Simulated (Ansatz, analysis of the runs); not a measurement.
# A defect in a wire: Pd wire along [110], 3 atoms a period, Sn in place of one Pd, part 2 of 2

Wanted: the relaxed defect and the transmission past it, beside the channels of the perfect wire.

Ansatz 0.2.0; DFT PBE, plane waves, PAW; relaxation of a wire's period (the session's first sound run).

So far. Step 3 (Bands of the perfect wire): At the computed energy nearest the Fermi level there are 4 channels a spin. Step 4 (Relaxing the junction): The largest force component on a free atom ends at 0.018 eV/Å, under the limit of 0.07. Sn ends nearest to Pd at 2.57 Å, Pd at 2.57 Å, Pd at 2.76 Å, Pd at 2.76 Å, Pd at 2.77 Å and Pd at 2.77 Å.

## Step 5: The open system (continued)

ELF in the ca plane at fractional y = 0.500, with atoms of Pd and Sn within 0.2 Å of it. It is the smooth field of the valence electrons, not physical close to the nuclei.

Ten even steps from '0' (0.00) to '9' (0.66), each cell a mean:
```
00000000000000000000000000000000000000000000
00000000000000000000000111000000000000000000
00000000000000000000123554211000000000000000
00000000000000000111247897531110000000000000
11111111111111111112369999852111111111111111
22222222222222222323478778863222222222222222
34654333465433346653566555663466533335653333
57776334787643477774454213554677753357775335
67567435755743475575442001444764763377476336
57567325756742476675442001444765752367576336
47775323677632357763343223443577732247774224
24543232355323234432343333443344323224542222
22322332222233322223333333333222223322322332
32222333222233322223333333333222233322222333
32222333222233322223333222333322233332223333
32222333222233322223333222333222233332223333
22222332222233322223332222333222223322222332
22112222211222221122222112222221222221112222
11011111111112111112221111222111112111011111
00000110000011100011111000111100001100000110
00000000000000000000000000000000000000000000
00000000000000000000000000000000000000000000
00000000000000000000000000000000000000000000
00000000000000000000000000000000000000000000
```
Columns run along c (16.0 Å, from fractional 0.13 to 0.81 of the cell), rows up along a (8.8 Å). Atoms in or near the plane, at fractional coordinates: Pd at (0.17, 0.62), Pd at (0.28, 0.62), Pd at (0.39, 0.62), Sn at (0.50, 0.62), Pd at (0.61, 0.62), Pd at (0.72, 0.62).

The transmission at the computed energy nearest the Fermi level is 2.27, with 4 channels a spin open in the lead. The lead's Hamiltonian steps by 22.1 meV, which the program lets pass, though it counts in the error estimate.

## Step 6: Landauer integrals

This step: Landauer integrals over the computed T(E), interpolated linearly between its energies (analysis of the runs above).

Conductance and thermopower are moments of T(E) over the thermal window; sliding the window along E stands for a gate that leaves T(E) rigid.

Numbers from this step:

| Property | Result |
| --- | --- |
| conductance at 300 K, interpolated from T(E) | 2.641 G₀ |
| thermopower at 300 K | 23.25 μV/K |
| Lorenz number over L0 | 1.075 |

T(E) held rigid; rough near sharp steps of T(E). The conductance at 300 K by shift of the leads' level:

shift of the leads' level (eV), conductance at 300 K (G₀) and a bar from the least value:
```
   -1.150       4.64 #############################
   -1.100       4.61 ############################
   -1.050       4.36 ##########################
   -0.950       3.81 #####################
   -0.900       3.99 #######################
   -0.850       4.12 ########################
   -0.800       4.16 ########################
   -0.700       4.80 ##############################
   -0.650       4.78 ##############################
   -0.600       4.74 #############################
   -0.550       4.52 ############################
   -0.450       3.46 ##################
   -0.400       2.96 ##############
   -0.350       2.85 #############
   -0.300       2.84 #############
   -0.200       3.10 ###############
   -0.150       3.44 ##################
   -0.100       3.54 ###################
   -0.050       3.20 ################
    0.050       2.37 #########
    0.100       2.31 ########
    0.150       2.22 #######
    0.200       2.05 ######
    0.300       1.92 #####
    0.350       1.87 ####
    0.400       1.70 ###
    0.450       1.41 
    0.550       1.39 
    0.600       1.46 #
    0.650       1.52 #
    0.700       1.59 ##
    0.800       1.71 ###
    0.850       1.78 ###
    0.900       1.84 ####
    0.950       1.89 ####
    1.050       2.00 #####
    1.100       2.04 ######
    1.150       2.07 ######
```

T(E) held rigid; rough near sharp steps of T(E). Thermopower at 300 K against shift of the leads' level:

| shift of the leads' level (eV) | thermopower at 300 K (μV/K) |
| --- | --- |
| -1.150 | 1.01 |
| -1.050 | 9.17 |
| -1.000 | 10.5 |
| -0.900 | -7.28 |
| -0.850 | -1.53 |
| -0.750 | -11.1 |
| -0.650 | 0.896 |
| -0.600 | 3.69 |
| -0.500 | 19.3 |
| -0.450 | 23.0 |
| -0.350 | 2.02 |
| -0.300 | 1.68 |
| -0.200 | -15.0 |
| -0.100 | 4.48 |
| -0.050 | 21.4 |
| 0.050 | 9.09 |
| 0.100 | 4.86 |
| 0.200 | 9.95 |
| 0.300 | 2.70 |
| 0.350 | 7.64 |
| 0.450 | 19.8 |
| 0.500 | -0.0210 |
| 0.600 | -6.50 |
| 0.650 | -6.07 |
| 0.750 | -5.59 |
| 0.850 | -5.07 |
| 0.900 | -4.74 |
| 1.000 | -3.86 |
| 1.050 | -3.34 |
| 1.150 | -2.25 |

The two levels move by half the bias each and T(E) is held rigid. The current from the zero-bias T(E) by bias:

| bias (V) | current from the zero-bias T(E) (μA) |
| --- | --- |
| 0.000 | 0 |
| 0.100 | 20.9 |
| 0.200 | 43.2 |
| 0.300 | 65.6 |
| 0.400 | 86.5 |
| 0.500 | 106 |
| 0.600 | 124 |
| 0.700 | 142 |
| 0.800 | 161 |
| 0.900 | 179 |
| 1.000 | 199 |
| 1.100 | 221 |
| 1.200 | 244 |
| 1.300 | 268 |
| 1.400 | 293 |
| 1.500 | 318 |
| 1.600 | 341 |
| 1.700 | 364 |
| 1.800 | 386 |
| 1.900 | 409 |
| 2.000 | 431 |

By hand, Mott's formula: S = −(π²k²T/3e) d ln T/dE, and π²k²T/3e = 7.33 μV/K × eV at 300 K. The computed T is 3.44 at -0.050 eV and 2.30 at +0.050 eV, so d ln T/dE ≈ -4.03 per eV and S ≈ 29.6 μV/K, against 23.2 from the integrals. The two differ since ln T is not straight over the thermal window.

The thermopower is 23.2 μV/K. The Lorenz ratio is 1.08, where the Wiedemann-Franz law gives 1. Moving the level by up to 0.1 eV either way gives 4.5 to 23 μV/K.

## Step 7: Outcome

| Item | Value |
| --- | --- |
| conductance, Sn in place of one Pd | 2.64 G₀ |
| thermopower, Sn in place of one Pd | 23.2 μV/K |

**Reading.** Summed over the computed window, 65 % of the lead's open channels pass the defect; the conductance at 300 K is 2.64 G₀. The energy step of 0.05 eV was too wide for the program's own thermal average, so the values at 300 K come from a linear interpolation of T(E) and are rough where T(E) is steep. Transport is coherent and elastic here: the atoms are frozen, so scattering by vibrations plays no part. In the perfect wire the moments were started parallel, and no opposed start was run. A junction with open d shells ran without spin, after the few moments seeded in its relaxation died away; moments on all d atoms were not tried. A cutoff under the files' recommended one was taken to save time; its effect on T(E) was not tested here.

[Logs are printed without paths, hosts, clocks, repeated set-up lines and the standing remarks that a program may print on its own settings, such as how far it seeks lower states.]

[Hosts, paths, dates, database ids (printed as entryN), source tags and the programs' standing remarks are cut or masked in the printed files.]
